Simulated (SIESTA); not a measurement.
BeS:

```
CELL_PARAMETERS angstrom
0.00000 2.42500 2.42500
2.42500 0.00000 2.42500
2.42500 2.42500 0.00000
ATOMIC_POSITIONS crystal
S 0.75000 0.75000 0.75000
Be 0.00000 0.00000 0.00000
```

Base run:

- Program: SIESTA 5.4.2
- Functional: revPBE
- Potentials or basis: PseudoDojo 0.4 standard (PBE files)
- Basis: DZP (energy shift 0.003 Ry; two zetas on semicore shells)
- Grid cutoff: 800 Ry
- Energy shift: 0.003 Ry
- k mesh: 9 × 9 × 9
- Occupations: fermi-dirac, width 0.05 eV
- Spin: no spin polarisation

Its results: band gap on the k mesh 3.22 eV, indirect (least direct gap 5.56 eV); pressure 3.8 GPa.

Problem. After a change of settings the same cell gave: band gap on the k mesh 3.02 eV, indirect (least direct gap 5.37 eV); pressure -3.8 GPa. Which change was it?
A. functional from revPBE to RPBE
B. functional from revPBE to PBEsol; potentials or basis from PseudoDojo 0.4 standard (PBE files) to PseudoDojo 0.4 standard (PBEsol files)
C. functional from revPBE to PW91
D. functional from revPBE to LDA; potentials or basis from PseudoDojo 0.4 standard (PBE files) to PseudoDojo 0.4 standard (LDA files)

Solution. D.

Caveats: short orbitals over semicore shells can move pressures by several GPa; the mesh misses the band edges, which the band path finds closer together; the basis of atomic orbitals isn't converged, which shifts pressures, moduli and gaps; the potentials were made for another functional, which shifts forces and pressure (some runs).

Runs at the PBE level aren't shown here.
